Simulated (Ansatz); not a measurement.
**Ge: relaxation of cell and atoms with PBEsol+D4**

The system is Ge.

```
Ge
1.0
     0.00000    2.82891    2.82891
     2.82891    0.00000    2.82891
     2.82891    2.82891    0.00000
Ge
2
Cartesian
  4.2434 4.2434 4.2434
  2.8289 2.8289 2.8289
```

```json
{
  "Program": "Ansatz 0.2.0",
  "Task": "relaxation of cell and atoms",
  "Functional": "PBEsol",
  "Dispersion": "D4",
  "Potentials or basis": "all-electron LAPW, scalar-relativistic",
  "Basis error allowed": "0.001 eV/atom",
  "k mesh": "8 × 8 × 8",
  "Occupations": "fermi-dirac, width 0.05 eV",
  "Spin": "no spin polarisation"
}
```

```
Relaxed volume                         : 22.44 Å³/atom
Relaxed cell                           : a = 3.989 Å, b = 3.989 Å, c = 3.989 Å, α = 60.00°, β = 60.00°, γ = 60.00°
Space group after relaxing (to 0.05 Å) : Fd-3m (No. 227)
Energy gained by relaxing              : 0.4 meV/atom
Ionic steps                            : 4
Pressure after relaxing                : 0.0 GPa
```

The path:
| step | energy change (eV) | largest force (eV/Å) | volume (Å³) |
| --- | --- | --- | --- |
| 1 | 0.0000 | 0.0000 | 45.28 |
| 2 | -0.0007 | 0.0000 | 44.97 |
| 3 | -0.0007 | 0.0000 | 44.88 |
| 4 | -0.0007 | 0.0000 | 44.88 |

Final structure:
```yaml
crystal:
  lattice:
    - [0.00000, 2.82068, 2.82068]
    - [2.82068, 0.00000, 2.82068]
    - [2.82068, 2.82068, 0.00000]
  atoms:
    - { symbol: Ge, position: [0.75000, 0.75000, 0.75000] }
    - { symbol: Ge, position: [0.50000, 0.50000, 0.50000] }
```

Run time: 13 s on 1 thread of Intel(R) Xeon(R) 6975P-C (Granite Rapids), with other jobs on the host, peak memory 0.34 GiB.

The cell as given is a measured one (22.64 Å³/atom); PBEsol+D4 puts the equilibrium volume -0.9 % from it, thermal expansion not counted.
